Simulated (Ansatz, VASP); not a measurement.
**ZnSe in VASP and in Ansatz**

```
Zn Se
1.0
     3.82189    0.00000    0.00000
    -1.91095    3.30986    0.00000
     0.00000    0.00000   19.00000
Zn Se
2 2
Direct
  0.33333 0.66667 0.43042
  0.33333 0.66667 0.56958
  0.00000 0.00000 0.36955
  0.00000 0.00000 0.63045
```

Change from the starting cell: species swapped into a sheet of the GaS type.

Alike in both runs: task single point; functional PBE; k mesh 6 × 6 × 1; occupations gaussian, width 0.1 eV; no spin polarisation.

|  | VASP | Ansatz |
| --- | --- | --- |
| version | VASP 6.6.1 | Ansatz 0.2.0 |
| potentials or method | VASP PAW PBE potentials, release 64 (Zn, Se) | scalar-relativistic, plane waves, PAW |
| plane-wave cutoff (eV) | 520 | 420 |
| valence electrons in the cell | 36 | 56 |

|  | VASP | Ansatz | Ansatz less VASP |
| --- | --- | --- | --- |
| gap on the k mesh at the Fermi level (eV) | none | none | - |
| rms of the force components (eV/Å) | 0.768 | 0.782 | +0.0138 |

Atom by atom the forces differ by 0.014 eV/Å (rms over components). A gap of «none» marks a metal or a gap that the smearing closes. The functional is the same, so the differences come from potentials, cutoffs and numerics. The two sets of potentials don't hold the same shells in valence. Ansatz warned: «slab_cell_height_set».
